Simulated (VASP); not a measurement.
Set up this calculation in VASP 6.6.1, as the native input.

- Task: relaxation of cell and atoms
- Functional: MS2
- Potentials or basis: VASP PAW PBE potentials, release 64 (Pt, Te)
- Cutoff: 600 eV
- k mesh: 7 × 7 × 5
- Occupations: gaussian, width 0.05 eV
- Spin: no spin polarisation
- Further INCAR settings: ALGO = Normal; EDIFF = 1e-06; IBRION = 2; EDIFFG = -0.02; NSW = 60; ISIF = 3

The structure of TePt lies in POSCAR:

```
TePt
1.0
    4.2628798384      0.0000000000      0.0000000000
   -2.1314399192      3.6917622333      0.0000000000
    0.0000000000      0.0000000000      5.6617710000
Pt Te
2 2
Direct
    0.0000000000      0.0000000000      0.0000000000
    0.0000000000      0.0000000000      0.5000000000
    0.3333333333      0.6666666667      0.2500000000
    0.6666666667      0.3333333333      0.7500000000
```

Measurements of this composition are mostly on another form, of space group No. 166.

The input as run:

INCAR

```
PREC = Accurate
ENCUT = 600
EDIFF = 1E-6
ISMEAR = 0
SIGMA = 0.05
LREAL = F
LASPH = T
NELM = 80
ALGO = Normal
ISIF = 3
LWAVE = F
LCHARG = F
METAGGA = MS2
LMIXTAU = T
IBRION = 2
NSW = 60
EDIFFG = -0.02
```

KPOINTS

```
regular mesh
0
Gamma
  7 7 5
```

Potentials or basis: VASP PAW PBE potentials, release 64 (Pt, Te).

Run with:

```sh
$ cat potpaw_PBE.64/Pt/POTCAR potpaw_PBE.64/Te/POTCAR > POTCAR
$ mpirun -np 1 vasp_std > vasp.out
```

It gave:

| Item | Value |
| --- | --- |
| Relaxed volume | 21.18 Å³/atom |
| Relaxed cell | a = 4.212 Å, b = 4.212 Å, c = 5.515 Å, α = 90.00°, β = 90.00°, γ = 120.00° |
| Space group after relaxing (to 0.05 Å) | P6_3/mmc (No. 194) |
| Energy gained by relaxing | 24.5 meV/atom |
| Ionic steps | 10 |
| Pressure after relaxing | 0.0 GPa |
| Band gap on the k mesh | none (metal or under the smearing width) |

Caveat: the PAW data sets were made with another functional, which shifts forces and pressure a little.

It took 20 min on 1 thread of Intel(R) Xeon(R) Platinum 8259CL CPU @ 2.50GHz (Skylake/Cascade Lake), with other jobs on the host, peak memory 0.29 GiB.
